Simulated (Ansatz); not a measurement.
# NaF (wurtzite): zone-centre phonons and dielectric response

Perturbation theory with PBEsol in the PAW code Ansatz on the PBEsol cell, ground state and force constants on a 6×6×6 mesh. All values are calculated for a non-magnetic cell, which may be hypothetical.

The symmetry is P6_3/mmc (No. 194, hexagonal); conventional cell a = 3.893 Å, c = 4.584 Å, 15.04 Å³ an atom. Na has 5 F at 2.25–2.29 Å; F has 5 Na at 2.25–2.29 Å. The cell started from the wurtzite prototype, but the relaxation took it to the higher symmetry P6_3/mmc (No. 194), so the name no longer describes it.

```
Na F
1.0
     3.89301    0.00000    0.00000
    -1.94650    3.37144    0.00000
     0.00000    0.00000    4.58435
Na F
2 2
Direct
  0.33333 0.66667 0.93750
  0.66667 0.33333 0.43750
  0.33333 0.66667 0.43750
  0.66667 0.33333 0.93750
```

Optical modes without the longitudinal term:
```
ω (cm⁻¹)  degeneracy  IR intensity, summed over the level ((D/Å)²/amu)
     143           2                                              0.00
     237           1                                              0.00
     251           1                                              4.61
     271           2                                              8.15
     272           2                                              0.00
     289           1                                              0.00
```

The zone-centre optical frequencies run from 143 to 289 cm⁻¹, none imaginary (the rest of the zone wasn't tested). With the long-range field the highest mode reaches 395 cm⁻¹. Of the real levels 2 are infrared active, the strongest at 271 cm⁻¹.

The clamped-ion dielectric constant comes out as 1.75 along all three axes, to this precision. With the ions relaxed, ε⁰ is 3.7 along x and y, 4.3 along z. Born charges, averaged over directions: Na +0.98, F -0.98 e.

For comparison, on the r2SCAN cell the mean ε∞ is 1.69 with r2SCAN (ground state on 6×6×6; least gap 6.34 eV), 1.74 with PBE (ground state on 6×6×6; least gap 5.69 eV).
